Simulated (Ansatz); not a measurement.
# GaP: the cost of one run

Program: Ansatz 0.2.0. Level of theory: DFT PBE, scalar-relativistic, plane waves, PAW. These are calculated values, not measurements.

### 1 The system as given

Symmetry: R-3m, No. 166, trigonal system. The conventional cell has a = 3.886 Å, b = 3.886 Å, c = 19.292 Å, α = 90.00°, β = 90.00°, γ = 120.00°. Ga (site symmetry 3m) is surrounded by 3 P at 2.40 Å and 1 Ga at 2.49 Å. Around P (site symmetry 3m) lie 1 P at 2.21 Å and 3 Ga at 2.40 Å.

As a file:

```cif
data_structure
_symmetry_space_group_name_H-M 'P 1'
_symmetry_Int_Tables_number 1
_cell_length_a 7.7721
_cell_length_b 7.7721
_cell_length_c 7.8416
_cell_angle_alpha 60.293
_cell_angle_beta 60.293
_cell_angle_gamma 60.000
_cell_volume 336.41
loop_
_atom_site_label
_atom_site_type_symbol
_atom_site_fract_x
_atom_site_fract_y
_atom_site_fract_z
_atom_site_occupancy
Ga1 Ga 0.56463 0.56463 0.30612 1
Ga2 Ga 0.56463 0.06463 0.30612 1
Ga3 Ga 0.06463 0.56463 0.30612 1
Ga4 Ga 0.06463 0.06463 0.30612 1
Ga5 Ga 0.43537 0.43537 0.69388 1
Ga6 Ga 0.43537 0.93537 0.69388 1
Ga7 Ga 0.93537 0.43537 0.69388 1
Ga8 Ga 0.93537 0.93537 0.69388 1
P1 P 0.94261 0.94261 0.17217 1
P2 P 0.94261 0.44261 0.17217 1
P3 P 0.44261 0.94261 0.17217 1
P4 P 0.44261 0.44261 0.17217 1
P5 P 0.05739 0.05739 0.82783 1
P6 P 0.05739 0.55739 0.82783 1
P7 P 0.55739 0.05739 0.82783 1
P8 P 0.55739 0.55739 0.82783 1
```

It goes back to an entry of the Materials Project, which need not be the stable form.

No relaxation comes first: the listed cell is the starting point.

### 2 The perfect supercell on the trajectory's mesh

Input file input.yaml:

```yaml
crystal:
  lattice:
    - [3.886030351, 6.7308020076, 0.0]
    - [-3.886030351, 6.7308020076, 0.0]
    - [0.0, 4.4872013384, 6.4308101003]
  atoms:
    - { symbol: Ga, position: [0.564628, 0.564628, 0.306116] }
    - { symbol: Ga, position: [0.564628, 0.064628, 0.306116] }
    - { symbol: Ga, position: [0.064628, 0.564628, 0.306116] }
    - { symbol: Ga, position: [0.064628, 0.064628, 0.306116] }
    - { symbol: Ga, position: [0.435372, 0.435372, 0.693884] }
    - { symbol: Ga, position: [0.435372, 0.935372, 0.693884] }
    - { symbol: Ga, position: [0.935372, 0.435372, 0.693884] }
    - { symbol: Ga, position: [0.935372, 0.935372, 0.693884] }
    - { symbol: P, position: [0.942611, 0.942611, 0.172167] }
    - { symbol: P, position: [0.942611, 0.442611, 0.172167] }
    - { symbol: P, position: [0.442611, 0.942611, 0.172167] }
    - { symbol: P, position: [0.442611, 0.442611, 0.172167] }
    - { symbol: P, position: [0.057389, 0.057389, 0.827833] }
    - { symbol: P, position: [0.057389, 0.557389, 0.827833] }
    - { symbol: P, position: [0.557389, 0.057389, 0.827833] }
    - { symbol: P, position: [0.557389, 0.557389, 0.827833] }
  symmetry: { detect: false }
basis:
  ecutwfc: 420
kpoints:
  mp_grid: { grid: [2, 2, 2], shift: [0.5, 0.5, 0.5] }
hamiltonian:
  xc: pbe
scf:
  occupations: { method: gaussian, width: 0.1 }
output:
  forces: true
  stress: true
  eigenvalues: true
```

Run with:

```bash
$ ansatz run input.yaml --threads 4 --pin off --max-ram 5120MiB --backend cpu --events-out ev --progress --plain --runs-dir out
```

Q: Estimate wall time and peak memory on 4 threads of Arm Neoverse N1, shared host.

About 6.5 s, with a peak of 0.81 GiB.
